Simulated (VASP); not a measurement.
SiC (Moissanite 3C):

```
Si C
1.0
     0.00000    2.17900    2.17900
     2.17900    0.00000    2.17900
     2.17900    2.17900    0.00000
Si C
1 1
Direct
  0.00000 0.00000 0.00000
  0.75000 0.75000 0.75000
```

| Property | Result |
| --- | --- |
| Program | VASP 6.6.1 |
| Task | relaxation of cell and atoms |
| Functional | PBEsol |
| Dispersion | D3(BJ) |
| Potentials or basis | VASP PAW PBE potentials, release 64 (Si, C) |
| Cutoff | 600 eV |
| k mesh | 10 × 10 × 10 |
| Occupations | fermi-dirac, width 0.05 eV |
| Spin | no spin polarisation |

At the start: pressure -3.8 GPa; volume 10.35 Å³/atom.

How do energy, volume and symmetry change on relaxing?

Over 3 steps the energy falls by 2.1 meV/atom and the volume is 10.17 Å³/atom (-1.7 %); space group F-43m (No. 216, to 0.05 Å).

Step by step:
```
step  energy change (eV)  largest force (eV/Å)  pressure (GPa)  volume (Å³)
   1              0.0000                0.0000           -3.75        20.69
   2              0.0007                0.0000            4.31        19.97
   3             -0.0042                0.0000            0.00        20.34
```

Final structure:
```
Si C
1.0
     0.00000    2.16665    2.16665
     2.16665    0.00000    2.16665
     2.16665    2.16665    0.00000
Si C
1 1
Cartesian
  0.0000 0.0000 0.0000
  3.2500 3.2500 3.2500
```

Caveat: the PAW data sets were made with another functional, which shifts forces and pressure a little.
